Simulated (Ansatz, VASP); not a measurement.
Ru in VASP and in Ansatz

INCAR

```
SYSTEM = Ru
PREC = Accurate
ENCUT = 520
EDIFF = 1E-6
ISMEAR = 1
SIGMA = 0.05
LREAL = .FALSE.
LASPH = .TRUE.
NELM = 100
ALGO = Normal
ISIF = 2
LWAVE = .FALSE.
LCHARG = .TRUE.
GGA = PE
LELF = .TRUE.
LVHAR = .TRUE.
NBANDS = 21
```

Contents of KPOINTS:

```
Automatic mesh
0
G
  12 12 7
  0 0 0
```

Contents of POSCAR:

```
Ru
1.0
    2.7281629976      0.0000000000      0.0000000000
   -1.3640814988      2.3626584640      0.0000000000
    0.0000000000      0.0000000000      4.3172892082
Ru
2
Direct
    0.3333333333      0.6666666667      0.2500000000
    0.6666666667      0.3333333333      0.7500000000
```

Input for Ansatz:

```yaml
crystal:
  lattice:
    - [2.728162997602573, 0.0, 0.0]
    - [-1.3640814988012866, 2.362658464048766, 0.0]
    - [0.0, 0.0, 4.317289208158201]
  atoms:
    - { symbol: Ru, position: [0.3333333333333333, 0.6666666666666666, 0.25] }
    - { symbol: Ru, position: [0.6666666666666666, 0.3333333333333333, 0.75] }
basis:
  ecutwfc: 500.0
kpoints:
  mp_grid:
    grid: [12, 12, 7]
hamiltonian:
  xc: pbe
scf:
  occupations:
    method: cold
    width: 0.05
output:
  stress: true
```

Alike in both runs: task single point; functional PBE; k mesh 12 × 12 × 7; no spin polarisation.

```csv
,VASP,Ansatz
version,VASP 6.6.1,Ansatz 0.2.0
potentials or method,"VASP PAW PBE potentials, release 64 (Ru_pv)","plane waves, PAW"
plane-wave cutoff (eV),520,500
occupations,"methfessel-paxton of order 1, width 0.05 eV","cold, width 0.05 eV"
valence electrons in the cell,28,32
```

|  | VASP | Ansatz | Ansatz less VASP |
| --- | --- | --- | --- |
| pressure (GPa) | -3.5 | -3.4 | +0.09 |

The two sets of potentials don't hold the same shells in valence.
